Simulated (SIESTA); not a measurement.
Input of a SIESTA 5.4.2 run:

TiO2.fdf

```
SystemName                      TiO2
SystemLabel                     TiO2
NumberOfSpecies                 2
NumberOfAtoms                   6
%block ChemicalSpeciesLabel
  1  22 Ti
  2   8 O
%endblock ChemicalSpeciesLabel

LatticeConstant                 1.0 Ang
%block LatticeVectors
     4.5998373239     0.0000000000     0.0000000000
     0.0000000000     4.5998373239     0.0000000000
     0.0000000000     0.0000000000     2.9592135600
%endblock LatticeVectors
AtomicCoordinatesFormat         Fractional
%block AtomicCoordinatesAndAtomicSpecies
     0.0000000000     0.0000000000     0.5000000000  1  Ti
     0.5000000000     0.5000000000     0.0000000000  1  Ti
     0.3043213200     0.3043213200     0.5000000000  2  O
     0.1956786800     0.8043213200     0.0000000000  2  O
     0.8043213200     0.1956786800     0.0000000000  2  O
     0.6956786800     0.6956786800     0.5000000000  2  O
%endblock AtomicCoordinatesAndAtomicSpecies

%block kgrid.MonkhorstPack
    4   0   0  0.0
    0   4   0  0.0
    0   0   6  0.0
%endblock kgrid.MonkhorstPack
XC.Functional                   GGA
XC.Authors                      PBEsol
PAO.BasisSize                   DZP
PAO.EnergyShift                 0.002 Ry
Mesh.Cutoff                     800 Ry
OccupationFunction              FD
ElectronicTemperature           0.05 eV
MaxSCFIterations                120
SCF.MustConverge                false
SCF.Mixer.Method                Pulay
SCF.Mixer.Weight                0.25
SCF.Mixer.History               8
SCF.DM.Tolerance                5.0e-05
SCF.H.Tolerance                 1.0e-03 eV
WriteForces                     true
Charge.Mulliken                 end
MD.TypeOfRun                    Broyden
MD.Steps                        40
MD.MaxForceTol                  0.01 eV/Ang
MD.MaxDispl                     0.1 Ang
WriteCoorStep                   true
AtomCoorFormatOut               Fractional
MD.VariableCell                 true
MD.MaxStressTol                 0.1 GPa
```

Potentials or basis: PseudoDojo 0.4 standard (PBEsol files), DZP (energy shift 0.002 Ry).

Run with:

```console
$ siesta TiO2.fdf > TiO2.out 2>&1
```

Problem. Estimate the relaxed cell.

Solution. a = 4.597 Å, b = 4.597 Å, c = 2.958 Å, α = 90.00°, β = 90.00°, γ = 90.00°.

Problem. Estimate the space group after relaxing (to 0.05 Å).

Solution. P4_2/mnm (No. 136).

Problem. What does it give for the band gap on the k mesh?

Solution. 1.67 eV, direct.

Final structure:
```cif
data_structure
_symmetry_space_group_name_H-M 'P 1'
_symmetry_Int_Tables_number 1
_cell_length_a 4.5975
_cell_length_b 4.5975
_cell_length_c 2.9582
_cell_angle_alpha 90.000
_cell_angle_beta 90.000
_cell_angle_gamma 90.000
_cell_volume 62.53
loop_
_atom_site_label
_atom_site_type_symbol
_atom_site_fract_x
_atom_site_fract_y
_atom_site_fract_z
_atom_site_occupancy
Ti1 Ti 0.00000 0.00000 0.50000 1
Ti2 Ti 0.50000 0.50000 0.00000 1
O1 O 0.30447 0.30447 0.50000 1
O2 O 0.19553 0.80447 0.00000 1
O3 O 0.80447 0.19553 0.00000 1
O4 O 0.69553 0.69553 0.50000 1
```

Caveat: semicore shells carry a single zeta, which can move pressures by several GPa and volumes by a few percent; the basis of atomic orbitals isn't converged, which shifts pressures, moduli and gaps. A k mesh can miss the band edges.
